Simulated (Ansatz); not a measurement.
# Structure relaxation of Zn

The calculation used DFT PBE, scalar-relativistic, plane waves, PAW in Ansatz. Cutoff 420 eV, Γ-centred k mesh, Gaussian smearing, no spin polarisation in the final step.

The start is a random cell of Zn with space group P4/nmm (No. 129), drawn with lower limits on the distances.

```
CELL_PARAMETERS angstrom
3.62261 0.00000 0.00000
0.00000 3.62261 0.00000
0.00000 0.00000 2.39815
ATOMIC_POSITIONS crystal
Zn 0.00000 0.50000 0.80290
Zn 0.50000 0.00000 0.19710
```

Cell and atoms relax at zero pressure; the relaxation can't lower the symmetry of the start. After a coarse first stage the cell is made exact in the group found at 0.06 Å.

Energies count from the standard state of Zn at the same level.

Describe the relaxed structure.

It ends in I4/mmm (No. 139). Conventional cell: a = 3.444 Å, c = 2.613 Å. Zn has 10 Zn at 2.61–2.76 Å and 4 Zn at 3.44 Å.

```xyz
1
Lattice="-1.7219 1.7219 1.3064 1.7219 -1.7219 1.3064 1.7219 1.7219 -1.3064" Properties=species:S:1:pos:R:3 pbc="T T T"
Zn    0.0000    0.0000    0.0000
```

What are its volume, energy, density and gap?

The volume per atom is 15.49 Å³ and the density is 7.01 g/cm³. The energy over the standard structure is 0.02 eV/atom and the gap on the 26×26×26 mesh is 0 eV (a metal).

The final run used a 26×26×26 mesh on its 1-atom cell and 0.10 eV smearing. For metals, differences of a few meV/atom aren't resolved. Symmetry constrained the relaxation, so the result can be a saddle point.

This form isn't the element's structure at ambient conditions.